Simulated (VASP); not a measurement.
Write the native input for VASP 6.6.1 that does the following.

```yaml
Task: relaxation of cell and atoms
Functional: LDA
Potentials_or_basis: VASP PAW LDA potentials, release 64 (Mg)
Cutoff: 600 eV
k_mesh: 12 × 12 × 7
Occupations: fermi-dirac, width 0.05 eV
Spin: no spin polarisation
Dipole_correction: no
Further_INCAR_settings: ALGO = Normal; EDIFF = 1e-06; IBRION = 2; EDIFFG = -0.005; NSW = 100; ISIF = 3
```

The structure of Mg lies in POSCAR:

```
Mg
1.0
    3.1768806118      0.0000000000      0.0000000000
   -1.5884403059      2.7512593146      0.0000000000
    0.0000000000      0.0000000000      5.1576671086
Mg
2
Direct
    0.3333333333      0.6666666667      0.2500000000
    0.6666666667      0.3333333333      0.7500000000
```

These files were run (other wordings do the same):

INCAR

```
ALGO = Normal
EDIFF = 1E-6
EDIFFG = -0.005
ENCUT = 600
IBRION = 2
ISIF = 3
ISMEAR = -1
LASPH = T
LCHARG = F
LREAL = F
LWAVE = F
NELM = 60
NSW = 100
PREC = Accurate
SIGMA = 0.05
```

KPOINTS

```
k-points
0
Gamma
  12 12 7
```

Potentials or basis: VASP PAW LDA potentials, release 64 (Mg).

The run is started by

```sh
$ cat potpaw_LDA.64/Mg/POTCAR > POTCAR
$ mpirun -np 1 vasp_std > vasp.out
```

It gave:

| Quantity | Value |
| --- | --- |
| Relaxed volume | 21.42 Å³/atom |
| Relaxed cell | a = 3.140 Å, b = 3.140 Å, c = 5.019 Å, α = 90.00°, β = 90.00°, γ = 120.00° |
| Space group after relaxing (to 0.05 Å) | P6_3/mmc (No. 194) |
| Energy gained by relaxing | 7.6 meV/atom |
| Ionic steps | 7 |
| Pressure after relaxing | 0.0 GPa |
| Band gap on the k mesh | none (metal or under the smearing width) |

It took 43 s on 1 thread of Intel(R) Xeon(R) Platinum 8488C (Sapphire Rapids) (shared host), peak memory 0.17 GiB.
